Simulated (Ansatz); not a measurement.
# Au: strain energy, fitted

Au, Fm-3m, a = 4.158 Å. Ansatz: PBE, PAW, 420 eV, Γ-centred 18×18×12 mesh on 2 atoms, Gaussian smearing 0.10 eV; no spin polarisation. Series: strain along c alone, the other axes held, atoms fixed by symmetry; x is the strain in per cent. The axes a, b, c are those of the computed cell (2.940, 2.940, 4.158 Å), along [1 1 0], [-1 1 0], [0 0 1] of the cell named above. y is the free energy over the unstrained cell, V0 = 17.971 Å³/atom.

```tsv
x (%)	y (meV/atom)
-3.0	7.71
-2.0	3.22
-1.0	0.70
0.0	0.00
1.0	?
2.0	3.64
3.0	7.74
```

Problem. Fit y = c2 x² + c3 x³ to the other rows, turn c2 into a modulus, and predict the missing energy.

Solution. Least squares on the rows shown. y = 0.8574 x² + 0.002727 x³. In eV per unit strain² c2 is 8.574; this is C33 with relaxed ions (E = ½ C33 V0 ε²): 2 × 8.574 × 160.2 / (17.971) = 153 GPa. The unstrained cell keeps some stress along the strain, worth a slope of 0.18 meV/atom per %, which the form leaves out. At x = 1.0 the fit asked for gives 0.86 meV/atom. The run gave 1.02 meV/atom, so the fit is 0.16 meV/atom too low, within twice the rms miss on the fitted rows (0.14 meV/atom).

Spin–orbit coupling is left out, which can shift energies with elements as heavy as these.